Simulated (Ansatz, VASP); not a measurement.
**Two plane-wave programs on Bi**

Contents of INCAR:

```
SYSTEM = Bi
ALGO = Fast
EDIFF = 1E-6
ENCUT = 520
GGA = CA
ISIF = 2
ISMEAR = 0
LASPH = .TRUE.
LCHARG = .TRUE.
LELF = .TRUE.
LREAL = .FALSE.
LVHAR = .TRUE.
LWAVE = .FALSE.
NBANDS = 14
NELM = 100
PREC = Accurate
SIGMA = 0.15
```

KPOINTS

```
k-points
0
G
  18 18 18
  0 0 0
```

POSCAR

```
Bi
1.0
   -2.1670905726      1.7957704910      1.9814305318
    2.1670905726     -1.7957704910      1.9814305318
    2.1670905726      1.7957704910     -1.9814305318
Bi
1
Direct
    0.0000000000      0.0000000000      0.0000000000
```

Input for Ansatz:

```yaml
crystal:
  lattice:
    - [-2.1670905726, 1.795770491, 1.9814305318]
    - [2.1670905726, -1.795770491, 1.9814305318]
    - [2.1670905726, 1.795770491, -1.9814305318]
  atoms:
    - { symbol: Bi, position: [0.0, 0.0, 0.0] }
basis:
  ecutwfc: 420
kpoints:
  mp_grid: { grid: [18, 18, 18] }
hamiltonian:
  xc: lda
scf:
  occupations: { method: gaussian, width: 0.15 }
output:
  forces: true
  stress: true
  eigenvalues: true
```

Change from the starting cell: strain +0.0937 x Voigt [1, -1, 0, 0, 0, 0], atoms carried along.

Alike in both runs: task single point; functional LDA; k mesh 18 × 18 × 18; occupations gaussian, width 0.15 eV; no spin polarisation.

|  | VASP | Ansatz |
| --- | --- | --- |
| version | VASP 6.6.1 | Ansatz 0.2.0 |
| potentials or method | VASP PAW LDA potentials, release 64 (Bi_d) | scalar-relativistic, plane waves, PAW |
| plane-wave cutoff (eV) | 520 | 420 |
| valence electrons in the cell | 15 | 15 |

```csv
,VASP,Ansatz,Ansatz less VASP
gap on the k mesh at the Fermi level (eV),none,none,-
pressure (GPa),-2.4,-2.5,-0.09
largest component of the traceless stress (GPa),0.83,0.82,-0.005
```

A gap of «none» marks a metal or a gap that the smearing closes.

Caveats: spin-orbit coupling is left out, which moves the levels of the heavy elements.
